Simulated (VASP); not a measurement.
Crystal: Lu.

```
Lu
1.0
    -1.95411    1.95411    1.95411
     1.95411   -1.95411    1.95411
     1.95411    1.95411   -1.95411
Lu
1
Direct
  0.00000 0.00000 0.00000
```

This isn't the form of Lu at room conditions, which is hcp.

```yaml
Program: VASP 6.6.1
Task: relaxation of cell and atoms
Functional: optB88-vdW
Potentials_or_basis: VASP PAW PBE potentials, release 64 (Lu)
Cutoff: 600 eV
k_mesh: 10 × 10 × 10
Occupations: fermi-dirac, width 0.05 eV
Spin: no spin polarisation
```

At the start: pressure -1.8 GPa; volume 29.85 Å³/atom.

Task: How do energy, volume and symmetry change on relaxing?

Result: Over 4 steps the energy falls by 8.8 meV/atom and the volume is 28.50 Å³/atom (-4.5 %); space group Im-3m (No. 229, to 0.05 Å).

Step by step:
| step | energy change (eV) | largest force (eV/Å) | pressure (GPa) | volume (Å³) |
| --- | --- | --- | --- | --- |
| 1 | 0.0000 | 0.0000 | -1.83 | 29.85 |
| 2 | -0.0088 | 0.0000 | 0.08 | 28.40 |
| 3 | -0.0088 | 0.0000 | 0.08 | 28.45 |
| 4 | -0.0088 | 0.0000 | -0.02 | 28.50 |

Final structure:
```xyz
1
Lattice="-1.9243 1.9243 1.9243 1.9243 -1.9243 1.9243 1.9243 1.9243 -1.9243" Properties=species:S:1:pos:R:3 pbc="T T T"
Lu    0.0000    0.0000    0.0000
```

Caveat: the PAW data sets were made with another functional, which shifts forces and pressure a little.
